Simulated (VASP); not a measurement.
Input of a VASP 6.6.1 run:

INCAR

```
ALGO = Normal ; EDIFF = 1E-6
ENCUT = 520 ; ISIF = 2
ISMEAR = 0 ; ISPIN = 2
IVDW = 12 ; LASPH = True
LCHARG = False ; LMIXTAU = True
LORBIT = 11 ; LREAL = False
LWAVE = False ; MAGMOM = 0.5
METAGGA = SCAN ; NELM = 100
PREC = Accurate ; SIGMA = 0.05
```

The input Mg.cif:

```cif
data_Mg
_cell_length_a 2.95951998
_cell_length_b 2.99637549
_cell_length_c 3.08993338
_cell_angle_alpha 78.70930542
_cell_angle_beta 64.35271802
_cell_angle_gamma 64.75568817
_space_group_name_H-M_alt 'P-1'
_space_group_name_Hall '-P 1'
_space_group_IT_number 2
loop_
_space_group_symop_operation_xyz
'x,y,z'
'-x,-y,-z'
loop_
_atom_site_label
_atom_site_type_symbol
_atom_site_symmetry_multiplicity
_atom_site_Wyckoff_symbol
_atom_site_fract_x
_atom_site_fract_y
_atom_site_fract_z
_atom_site_occupancy
Mg1 Mg 1 a 0.0000000000 0.0000000000 0.0000000000 1
```

The input KPOINTS:

```
k-points
0
Gamma
  11 10 10
```

Contents of POSCAR:

```
Mg
 1.0000000000000000
     2.9595199800000001    0.0000000000000000    0.0000000000000000
     1.2778910606134581    2.7102141085672460    0.0000000000000000
     1.3374153007876026    0.0382410652927819    2.7852371940254397
 Mg 
   1
Cartesian
  0.0000000000000000  0.0000000000000000  0.0000000000000000
```

Potentials or basis: VASP PAW PBE potentials, release 64 (Mg).

The run is started by

```console
$ ase convert -i cif -o vasp Mg.cif POSCAR
$ cat potpaw_PBE.64/Mg/POTCAR > POTCAR
$ mpirun -np 1 vasp_std > vasp.out
```

Task: Predict the band gap on the k mesh.

Result: None (metal or under the smearing width).

Task: What does it give for the pressure?

Result: 1.2 GPa.

Task: Predict the net moment.

Result: -0.03 μB per cell.

Task: Predict the dispersion energy per atom.

Result: -0.088 eV.

Stress tensor (GPa, compression positive):
```
 6.13  2.76  1.45
 2.76  0.39  0.21
 1.45  0.21 -2.95
```

Caveat: the PAW data sets were made with another functional, which shifts forces and pressure a little; pairwise dispersion overbinds metals, which lowers pressure and volume.
